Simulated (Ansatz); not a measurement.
The system is WS2.

```
W S
1.0
     1.57900    0.91164    6.16333
    -1.57900    0.91164    6.16333
     0.00000   -1.82327    6.16333
W S
1 2
Cartesian
  0.0000 0.0000 0.0000
  0.0000 0.0000 10.7427
  0.0000 0.0000 13.8730
```

Measurements of this composition are mostly on another form, of space group No. 194.

Base run:

- Program: Ansatz 0.2.0
- Functional: PBEsol
- Potentials or basis: Ansatz PAW
- Cutoff: 420 eV
- Density cutoff: 1680 eV
- k mesh: 10 × 10 × 10
- Occupations: fermi-dirac, width 0.05 eV
- Spin: no spin polarisation
- Hubbard terms: W d U = 6 eV

Its results: band gap on the k mesh 1.22 eV, indirect (least direct gap 1.87 eV); pressure -0.1 GPa; largest force 0.609 eV/Å.

Question: The run is repeated on the same cell with these changes: hubbard terms from W d U = 6 eV to W d U = 1 eV. What comes out?

Answer: Band gap on the k mesh 1.03 eV, indirect (least direct gap 2.20 eV); pressure -0.6 GPa; largest force 0.601 eV/Å.

Caveats: spin-orbit coupling is left out, which moves the levels of the heavy elements; the PAW data sets come from PBE, with cores solved anew for the run's functional, which leaves a small shift of forces and pressure; the k mesh misses the band edges, so the gap on the mesh is wider than the one along the path (some runs).

Not every run made on this cell is shown here.
